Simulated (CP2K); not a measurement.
Crystal: GaN.

```
Ga N
1.0
     3.18693    0.00000    0.00000
     1.59347    2.75996    0.00000
     1.59347    0.91999    2.60212
Ga N
1 1
Direct
  0.00000 0.00000 0.00000
  0.25000 0.25000 0.25000
```

The cell is a database's computed one.

Base run:

| Quantity | Value |
| --- | --- |
| Program | CP2K 2026.2 |
| Functional | TPSS |
| Potentials or basis | POTENTIAL_UZH Ga GTH-PBE-q13, N GTH-PBE-q5; TZVP-MOLOPT-PBE-GTH basis |
| Density cutoff | 9184 eV |
| k mesh | 10 × 10 × 10 |
| Occupations | fermi-dirac, width 0.05 eV |
| Spin | no spin polarisation |

Its results: band gap on the k mesh 1.65 eV, direct; pressure 4.6 GPa.

Q: After a change of settings the same cell gave: band gap on the k mesh 1.76 eV, direct; pressure 13.8 GPa. Which change was it?
A. functional from TPSS to BLYP
B. functional from TPSS to LDA
C. functional from TPSS to OLYP
D. functional from TPSS to PBEsol

A: A.

Caveats: the potentials were made for another functional, which shifts forces and pressure; the basis of atomic orbitals isn't converged, which shifts pressures, moduli and gaps.
